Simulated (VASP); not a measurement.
# Na (Im-3m) in VASP: settings compared, part 2 of 2

VASP 6.6.1.

### Step 4. Atomic charges, RPBE+D3 (volume scaled by 1.04)

The input, INCAR:

```
  PREC = Accurate
  ENCUT = 600
  EDIFF = 1E-6
  ISMEAR = 1
  SIGMA = 0.1
  LREAL = F
  LASPH = T
  NELM = 100
  ALGO = Fast
  ISIF = 2
  LWAVE = F
  LCHARG = F
  GGA = RP
  IVDW = 11
  LORBIT = 11
```

The input, KPOINTS:

```
Automatic mesh
0
Gamma
  9 9 9
```

The input, POSCAR:

```
Na
1.0
   -2.1691742836      2.1691742836      2.1691742836
    2.1691742836     -2.1691742836      2.1691742836
    2.1691742836      2.1691742836     -2.1691742836
Na
1
Direct
    0.0000000000      0.0000000000      0.0000000000
```

Potentials or basis: VASP PAW PBE potentials, release 64 (Na_sv_GW).

The run is started by

```
cat potpaw_PBE.64/Na_sv_GW/POTCAR > POTCAR
mpirun -np 1 vasp_std > vasp.out
```

OUTCAR:

```text
PREC = Accurate
   ENCUT = 600
   EDIFF = 1E-6
   ISMEAR = 1
   LREAL = F
   LASPH = T
   NELM = 100
   ISIF = 2
   GGA = RP
   IVDW = 11
   LORBIT = 11
 IVDW          = 11

 ion  position               nearest neighbor table
   1  0.000  0.000  0.000-

  LATTYP: Found a body centered cubic cell.
 ALAT       =     4.3383485672

  Lattice vectors:

 A1 = (  -2.1691742836,   2.1691742836,   2.1691742836)
 A2 = (   2.1691742836,  -2.1691742836,   2.1691742836)
 A3 = (   2.1691742836,   2.1691742836,  -2.1691742836)

Analysis of symmetry for initial positions (statically):
=====================================================================
 Subroutine PRICEL returns:
 Original cell was already a primitive cell.

 Routine SETGRP: Setting up the symmetry group for a
 body centered cubic supercell.

 Subroutine GETGRP returns: Found 48 space group operations
 (whereof 48 operations were pure point group operations)
 out of a pool of 48 trial point group operations.

The static configuration has the point symmetry O_h .

Analysis of symmetry for dynamics (positions and initial velocities):
=====================================================================
 Subroutine PRICEL returns:
 Original cell was already a primitive cell.

 Routine SETGRP: Setting up the symmetry group for a
 body centered cubic supercell.

 Subroutine GETGRP returns: Found 48 space group operations
 (whereof 48 operations were pure point group operations)
 out of a pool of 48 trial point group operations.

The dynamic configuration has the point symmetry O_h .

 Subroutine INISYM returns: Found 48 space group operations
 (whereof 48 operations are pure point group operations),
 and found     1 'primitive' translations

----------------------------------------------------------------------------------------

                                     Primitive cell

[... 113 lines left out ...]
   GGA     = RP    functional components
   LHFCALC =     F    Hartree Fock is set to
   AEXX    =    0.0000 exact exchange contribution
   IVDW    =    11    specifies the selected vdW correction
   LEPSILON=     F    determine dielectric tensor
   LRPA    =     F    only Hartree local field effects (RPA)
 non-spin polarized calculation
 RMM-DIIS sequential band-by-band and
 Methfessel and Paxton  Order N= 1 SIGMA  =   0.10
  energy-cutoff  :      600.00
  volume of cell :       40.83
 maximum number of plane-waves:      1409
 NGX is ok and might be reduce to    30
   NGX = 15   NGY = 15   NGZ = 15

 number of electron       9.0000008 magnetization

 Free energy of the ion-electron system (eV)
  ---------------------------------------------------
  ext. energy  EPLUGINS =         0.00000000
  ---------------------------------------------------
  free energy    TOTEN  =        -3.30521941 eV

  energy without entropy =       -3.30502316  energy(sigma->0) =       -3.30515399

 E-fermi :   0.0775     XC(G=0):  -6.2596

 val. band max:        0.0186029175   @ k =  -0.3333   0.4444   0.1111
 cond. band min:       0.2064294013   @ k =   0.4444   0.0000   0.0000
 fundamental gap:      0.1878264838
 Fermi energy:         0.0774976205

 k-point     1 :       0.0000    0.0000    0.0000
  band No.  band energies     occupation
      1     -53.0749      2.00000
      2     -24.8277      2.00000
      3     -24.8277      2.00000
      4     -24.8277      2.00000
      5      -2.9587      2.00000
      6      11.3027      0.00000
      7      11.3027      0.00000
      8      11.3030      0.00000
[... 243 lines left out ...]
 k-point    24 :      -0.4444   -0.4444    0.1111
  band No.  band energies     occupation
      1     -53.0731      2.00000
      2     -24.8493      2.00000
      3     -24.8393      2.00000
      4     -24.8313      2.00000
      5       1.3546     -0.00000
      6       1.7926     -0.00000
      7       5.0665      0.00000
      8       8.4648      0.00000

 [... further k-points ...]

------------------------ aborting loop because EDIFF is reached ----------------------------------------

 Edisp (eV)   -0.25199

 E8    (eV) :    -0.0812

  FORCE on cell =-STRESS in cart. coord.  units (eV):
  Direction    XX          YY          ZZ          XY          YZ          ZX
  --------------------------------------------------------------------------------------
  -------------------------------------------------------------------------------------
  Total      -0.31428    -0.31428    -0.31428    -0.00000    -0.00000     0.00000
  in kB     -12.33356   -12.33356   -12.33356    -0.00000    -0.00000     0.00000
  external pressure =      -12.33 kB  Pullay stress =        0.00 kB

 VOLUME and BASIS-vectors are now :
 -----------------------------------------------------------------------------
  energy-cutoff  :      600.00
  volume of cell :       40.83
      direct lattice vectors                 reciprocal lattice vectors
    -2.169174284  2.169174284  2.169174284     0.000000000  0.230502456  0.230502456
     2.169174284 -2.169174284  2.169174284     0.230502456  0.000000000  0.230502456
     2.169174284  2.169174284 -2.169174284     0.230502456  0.230502456  0.000000000

 POSITION                                       TOTAL-FORCE (eV/Angst)
 -----------------------------------------------------------------------------------
      0.00000      0.00000      0.00000         0.000000     -0.000000     -0.000000
 -----------------------------------------------------------------------------------
    total drift:                               -0.000000     -0.000000      0.000000

  FREE ENERGIE OF THE ION-ELECTRON SYSTEM (eV)
  ---------------------------------------------------
  free  energy   TOTEN  =        -3.5572122351 eV

  energy  without entropy=       -3.5570159851  energy(sigma->0) =       -3.55714682

 total charge

# of ion       s       p       d       tot
------------------------------------------
    1        2.011   5.963   0.001   7.975
```

OSZICAR:

```text
N       E                     dE             d eps       ncg     rms          rms(c)
DAV:   1     0.612116406733E+02    0.61212E+02   -0.45401E+03   560   0.104E+03
DAV:   2    -0.244102322705E+01   -0.63653E+02   -0.63461E+02   560   0.254E+02
DAV:   3    -0.329653346375E+01   -0.85551E+00   -0.85551E+00   808   0.432E+01
DAV:   4    -0.330726105136E+01   -0.10728E-01   -0.10728E-01   728   0.438E+00
DAV:   5    -0.330734836532E+01   -0.87314E-04   -0.87314E-04   784   0.291E-01    0.229E-01
RMM:   6    -0.330600815884E+01    0.13402E-02   -0.33514E-04   729   0.268E-01    0.147E-01
RMM:   7    -0.330520953711E+01    0.79862E-03   -0.13154E-03   709   0.539E-01    0.132E-02
RMM:   8    -0.330521823619E+01   -0.86991E-05   -0.69281E-05   822   0.178E-01    0.753E-03
RMM:   9    -0.330521949127E+01   -0.12551E-05   -0.24225E-05   735   0.119E-01    0.248E-03
RMM:  10    -0.330521941041E+01    0.80861E-07   -0.27694E-06   655   0.539E-02
   1 F= -.35572122E+01 E0= -.35571468E+01  d E =-.196250E-03
```

stdout:

```text
POSCAR found type information on POSCAR Na
 POSCAR found :  1 types and       1 ions
 scaLAPACK will be used
 -----------------------------------------------------------------------------
|                                                                             |
|                                                                             |
|     You enforced a specific xc type in the INCAR file but a different       |
|     I HOPE YOU KNOW WHAT YOU ARE DOING!                                     |
|                                                                             |
 -----------------------------------------------------------------------------

 LDA part: xc-table for (Slater+PW92), standard interpolation
 POSCAR, INCAR and KPOINTS ok, starting setup
 FFT: planning ... GRIDC
 FFT: planning ... GRID_SOFT
 FFT: planning ... GRID
 WAVECAR not read
 entering main loop
```

Run time: 8.4 s. Hardware: 1 thread of AMD EPYC 7R13 (Zen 3), shared host; peak memory 0.14 GiB.

What came out:

```
Free energy                                           : -3.5572 eV
Pressure                                              : -1.2 GPa
Band gap on the k mesh                                : none (metal or under the smearing width)
Valence electrons inside the program's atomic spheres : Na 7.97
Dispersion energy per atom                            : -0.252 eV
```

Levels at points of the mesh, in eV from the Fermi level:
```tsv
k point	band 1	band 2	band 3	band 4	band 5	band 6	band 7	band 8
(0.00, 0.00, 0.00)	-53.15	-24.91	-24.91	-24.91	-3.04	11.23	11.23	11.23
```

Caveat: the PAW data sets were made with another functional, which shifts forces and pressure a little; pairwise dispersion overbinds metals, which lowers pressure and volume.

### Step 5. Summary

| task | level | potentials or basis | cell | k mesh | cutoff (eV) | smearing | further INCAR settings | gap on the mesh (eV) | pressure (GPa) |
| --- | --- | --- | --- | --- | --- | --- | --- | --- | --- |
| single point | LDA | VASP PAW LDA potentials, release 64 (Na_sv_GW) | as given | 9 × 9 × 9 | 550 | gaussian 0.05 eV | ALGO = Normal; EDIFF = 1.00e-06 | none | -1.6 |
| atomic charges | r2SCAN+rVV10 | VASP PAW PBE potentials, release 64 (Na_pv) | as given | 6 × 6 × 6 | 520 | methfessel-paxton 0.1 eV | ALGO = Normal; EDIFF = 1e-06 | none | -0.3 |
| atomic charges | RPBE+D3 | VASP PAW PBE potentials, release 64 (Na_sv_GW) | volume scaled by 1.04 | 9 × 9 × 9 | 600 | methfessel-paxton 0.1 eV | ALGO = Fast; EDIFF = 1e-06 | none | -1.2 |

Alike in all rows: no spin polarisation.

Caveats: the PAW data sets were made with another functional, which shifts forces and pressure a little (some runs); pairwise dispersion overbinds metals, which lowers pressure and volume (some runs).

Absolute energies hang on the potentials; compare differences alone.
